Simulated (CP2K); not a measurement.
Runs of CP2K 2026.2 on BaTiO3. It takes space group P4mm (No. 99, tetragonal). The conventional cell has a = 4.000 Å, b = 4.000 Å, c = 4.018 Å, α = 90.00°, β = 90.00°, γ = 90.00°. Ba (site symmetry 4mm) is surrounded by 12 O at 2.79 to 2.88 Å. Ti (site symmetry 4mm) has 6 O at 1.89 to 2.13 Å as nearest neighbours. O (site symmetry 2mm) is surrounded by 2 Ti at 2.00 Å. Around O (site symmetry 4mm) lie 2 Ti at 1.89 to 2.13 Å. 

```csv
level,potentials or basis,spin,smearing,EPS_DEFAULT,k points reduced by the point group,NGRIDS,bands added on the path,CUTOFF of the grids,pressure (GPa)
PBEsol,"POTENTIAL_UZH Ba GTH-PBE-q10, Ti GTH-PBE-q12, O GTH-PBE-q6; TZVP-MOLOPT-PBE-GTH basis",off,fermi-dirac 0.0259 eV,1.0E-10,yes,5,6,600 Ry,-1.6
PBE,"GTH_SOC_POTENTIALS Ba GTH-PBE-q10, Ti GTH-PBE-q12, O GTH-PBE-q6; TZVP-MOLOPT-PBE-GTH basis","SOC, no magnetisation",fermi-dirac 0.0259 eV,1.0E-9,-,4,2,600 Ry,(b)
PBE,"POTENTIAL_UZH Ba GTH-PBE-q10, Ti GTH-PBE-q12, O GTH-PBE-q6; TZVP-MOLOPT-PBE-GTH basis",off,fermi-dirac 0.05 eV,1.0E-9,yes,4,4,600 Ry,(a)
r2SCAN,"POTENTIAL_UZH Ba GTH-SCAN-q10, Ti GTH-SCAN-q12, O GTH-SCAN-q6; TZVP-MOLOPT-SCAN-GTH basis",off,fermi-dirac 0.1 eV,1.0E-9,yes,5,2,850 Ry,1.7
LDA,"GTH_POTENTIALS Ba GTH-PADE-q10, Ti GTH-PADE-q12, O GTH-PADE-q6; TZVP-MOLOPT-PBE-GTH basis",off,fermi-dirac 0.05 eV,1.0E-10,yes,5,4,600 Ry,-7.4
```

Alike in all rows: task band structure; cell as given; k mesh 7 × 7 × 7.

Q: Estimate the missing entries.

A: (a) 4.1; (b) 3.7.

Caveats: the basis of atomic orbitals isn't converged, which shifts pressures, moduli and gaps; the potentials were made for another functional, which shifts forces and pressure (some runs).
